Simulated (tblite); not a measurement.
# CH4F3P: the cost of one run

Programs: tblite 0.8.0 and PySCF 2.14.0. All values are calculated, for the isolated system unless a continuum is named. Atoms count from 0, parts from 1.

## (1) Starting point

9 atoms, charge 0, multiplicity 1; geometry: rigid parts in contact. Parts: 1 = atoms 0–4, `FC(F)F`, charge 0; 2 = atoms 5–8, `P`, charge 0.

## (2) Docking the parts with GFN2-xTB

Job settings and geometry (Å):

```
{"job": {"kind": "dock", "xc": "GFN2-xTB", "basis": "xTB"}, "charge": 0, "multiplicity": 1, "parts": [{"atoms": "0-4", "charge": 0, "multiplicity": 1}, {"atoms": "5-8", "charge": 0, "multiplicity": 1}]}
F      1.194795    -0.335002    -0.415063
C      0.001214     0.003142     0.058221
F     -0.880696    -0.906068    -0.339732
F     -0.340165     1.175216    -0.463784
H      0.024852     0.062713     1.160358
P     -3.428118     0.572274     0.656059
H     -2.448636     1.178729    -0.115754
H     -4.109077     0.120221    -0.464496
H     -4.181671     1.735246     0.712751
```

Method: GFN2-xTB search for minima from random contacts, gas phase.

Launch:

```
OMP_NUM_THREADS=1 python cluster_run.py task.json out
```

This one command runs all jobs of the session in turn.

Q: Estimate the wall time of this first job on 1 thread of Intel Xeon Platinum 8488C, shared host.

About 7.2 s.
